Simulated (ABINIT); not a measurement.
Crystal: Te2Mo.

```
CELL_PARAMETERS angstrom
3.51820 0.00000 0.00000
-1.75910 3.04685 0.00000
0.00000 0.00000 13.97360
ATOMIC_POSITIONS crystal
Te 0.66667 0.33333 0.37900
Te 0.33333 0.66667 0.87900
Te 0.66667 0.33333 0.12100
Te 0.33333 0.66667 0.62100
Mo 0.66667 0.33333 0.75000
Mo 0.33333 0.66667 0.25000
```

```yaml
Program: ABINIT 10.8.3 (patched build)
Task: single point
Functional: PBE
Potentials_or_basis: JTH PAW PBE v2.0
Cutoff: 408 eV
k_mesh: 9 × 9 × 2
Occupations: fermi-dirac, width 0.05 eV
Spin: no spin polarisation
```

On this cell: pressure 3.8 GPa; largest force 0.299 eV/Å; band gap on the k mesh 0.74 eV, indirect (least direct gap 1.04 eV).

The same run follows on a disturbed copy (atoms moved at random, drawn with an rms of 0.05 Å):

```xyz
6
Lattice="3.5182 0.0000 0.0000 -1.7591 3.0469 0.0000 0.0000 0.0000 13.9736" Properties=species:S:1:pos:R:3 pbc="T T T"
Te    1.7844    1.0665    5.3017
Te   -0.0060    2.0372   12.2986
Te    1.7769    1.0402    1.7305
Te    0.0259    2.0565    8.7061
Mo    1.7362    0.9709   10.4647
Mo   -0.0312    2.0009    3.5280
```

Q: What changes?

A: The energy moves by +22.5 meV/atom; pressure 4.8 GPa; largest force 1.369 eV/Å; band gap on the k mesh 0.71 eV, indirect (least direct gap 1.02 eV).

Forces on the atoms (eV/Å):
```
Te  -0.473 -0.610  0.785
Te  -0.126 -0.353  0.023
Te  -0.378 -0.416 -0.468
Te  -0.349 -0.561 -0.906
Mo   0.471  0.922  0.896
Mo   0.854  1.018 -0.329
```

Stress tensor (GPa, compression positive):
```
4.34 0.16 0.21
0.16 4.16 0.02
0.21 0.02 5.95
```

Caveats: spin-orbit coupling is left out, which moves the levels of the heavy elements; an odd mesh through Γ misses points on the zone boundary, where band edges often lie; this functional lacks dispersion, which binds the layers, so the pressure and a relaxed spacing across them are unreliable (some runs).
